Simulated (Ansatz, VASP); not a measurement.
**Two plane-wave programs on Be2H**

INCAR

```
SYSTEM = Be2H
PREC = Accurate ; ENCUT = 520
EDIFF = 1E-6 ; ISMEAR = 0
SIGMA = 0.1 ; LREAL = .FALSE.
LASPH = .TRUE. ; NELM = 100
ALGO = Normal ; ISIF = 2
LWAVE = .FALSE. ; LCHARG = .FALSE.
GGA = PE ; NBANDS = 10
```

KPOINTS

```
regular mesh
0
G
  6 6 6
  0 0 0
```

The input POSCAR:

```
Be2H
1.0
    2.6790000000      0.0000000000      0.0000000000
   -1.3395000000      2.3200820600      0.0000000000
    0.0000000000      0.0000000000      3.7003159900
Be H
2 1
Direct
    0.3333333300      0.6666666700      0.7017894800
    0.6666666700      0.3333333300      0.2982105200
    0.0000000000      0.0000000000      0.0000000000
```

Input for Ansatz:

```yaml
crystal:
  lattice:
    - [2.679, 0.0, 0.0]
    - [-1.3395, 2.32008206, 0.0]
    - [0.0, 0.0, 3.70031599]
  atoms:
    - { symbol: Be, position: [0.33333333, 0.66666667, 0.70178948] }
    - { symbol: Be, position: [0.66666667, 0.33333333, 0.29821052] }
    - { symbol: H, position: [0.0, 0.0, 0.0] }
basis:
  ecutwfc: 420
kpoints:
  mp_grid: { grid: [6, 6, 6] }
hamiltonian:
  xc: pbe
scf:
  occupations: { method: gaussian, width: 0.1 }
  lower_state_search: "off"
output:
  forces: true
  stress: true
  eigenvalues: true
```

Alike in both runs: task single point; functional PBE; k mesh 6 × 6 × 6; occupations gaussian, width 0.1 eV; no spin polarisation.

|  | VASP | Ansatz |
| --- | --- | --- |
| version | VASP 6.6.1 | Ansatz 0.2.0 |
| potentials or method | VASP PAW PBE potentials, release 64 (Be, H) | scalar-relativistic, plane waves, PAW |
| plane-wave cutoff (eV) | 520 | 420 |
| valence electrons in the cell | 5 | 5 |

```csv
,VASP,Ansatz,Ansatz less VASP
gap on the k mesh at the Fermi level (eV),none,none,-
pressure (GPa),-8.4,-8.4,0.00
largest component of the traceless stress (GPa),9.38,9.38,-0.004
rms of the force components (eV/Å),0.680,0.675,-0.0045
```

Atom by atom the forces differ by 0.005 eV/Å (rms over components). A gap of «none» marks a metal or a gap that the smearing closes.

Caveats: the k mesh is coarse (spacing up to 0.45 Å⁻¹), so the values aren't converged; forces of over 1 eV/Å show positions far from the minimum, so gaps and moduli don't describe the material at rest.
